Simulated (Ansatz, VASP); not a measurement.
**One calculation of Mg, two programs**

Contents of INCAR:

```
PREC = Accurate
ENCUT = 520
EDIFF = 1E-7
ISMEAR = -1
SIGMA = 0.05
LREAL = F
LASPH = T
NELM = 80
ALGO = Fast
ISIF = 2
LWAVE = F
LCHARG = F
GGA = PE
NBANDS = 7
```

Contents of KPOINTS:

```
regular mesh
0
Gamma
  11 11 11
```

Contents of POSCAR:

```
Mg
1.0
   -1.7681140000      1.7577310000      1.7471990000
    1.7624760000     -1.7896230000      1.7734530000
    1.7873860000      1.8088950000     -1.7790900000
Mg
1
Direct
   -0.0142060000     -0.0107230000     -0.0211460000
```

input.yaml

```yaml
crystal:
  lattice:
    - [-1.768114, 1.757731, 1.747199]
    - [1.762476, -1.789623, 1.773453]
    - [1.787386, 1.808895, -1.77909]
  atoms:
    - { symbol: Mg, position: [-0.014206, -0.010723, -0.021146] }
kpoints:
  mp_grid: { grid: [11, 11, 11] }
scf:
  occupations: { method: fermi_dirac, width: 0.05 }
hamiltonian:
  xc: pbe
  pseudopotentials: { kind: all_electron, lapw: { basis_error: 0.001 } }
output:
  forces: true
  stress: true
  eigenvalues: true
  populations: true
```

Change from the starting cell: cell strained at random at fixed volume.

Alike in both runs: task single point; functional PBE; k mesh 11 × 11 × 11; occupations fermi-dirac, width 0.05 eV; no spin polarisation.

|  | VASP | Ansatz |
| --- | --- | --- |
| version | VASP 6.6.1 | Ansatz 0.2.0 |
| potentials or method | VASP PAW PBE potentials, release 64 (Mg) | all-electron LAPW, scalar-relativistic |
| plane-wave cutoff (eV) | 520 | see its input |

|  | VASP | Ansatz | Ansatz less VASP |
| --- | --- | --- | --- |
| gap on the k mesh at the Fermi level (eV) | none | none | - |
| pressure (GPa) | 0.8 | 0.9 | +0.11 |
| largest component of the traceless stress (GPa) | 0.60 | 0.60 | -0.002 |

A gap of «none» marks a metal or a gap that the smearing closes. Ansatz ran all-electron here, so the differences hold the error of VASP's frozen core and of both bases.
